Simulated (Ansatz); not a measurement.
GaP: frozen-core PAW against all-electron methods

```yaml
crystal:
  lattice:
    - [0.00000, 2.58047, 2.58047]
    - [2.58047, 0.00000, 2.58047]
    - [2.58047, 2.58047, 0.00000]
  atoms:
    - { symbol: Ga, position: [0.00000, 0.00000, 0.00000] }
    - { symbol: P, position: [0.50000, 0.50000, 0.50000] }
```

Atom numbers follow the list: Ga1, P2.

The structure comes from a relaxation in the same program, started in the rocksalt type, and has space group Fm-3m. Whether it is a known phase or the ground state wasn't checked.

Levels of theory: DFT, LDA, PAW with Ansatz's default frozen-core files, scalar-relativistic (Ansatz 0.2.0); DFT, LDA, all-electron LAPW, scalar-relativistic (Ansatz 0.2.0).

For PAW: a Γ-centred 12×12×12 k mesh, Fermi–Dirac smearing of 0.05 eV, cutoff 420 eV, no spin polarisation; the PAW files were made with PBE, and the program remakes their frozen cores for this functional. LAPW targets a basis error of 1 meV/atom. The Ansatz runs share mesh, smearing and spin set-up. Plane-wave (PAW) pressures include the program's estimate of the Pulay term.

Stress and pressure are positive in compression.

Levels count from the Fermi level.

```tsv
quantity	PAW	LAPW
pressure (GPa)	-5.75	-5.71
highest filled level at X (eV)	-2.607	-2.607
lowest empty level at X (eV)	3.443	3.445
highest filled level at U (eV)	-0.229	-0.230
lowest empty level at U (eV)	5.890	5.891
```
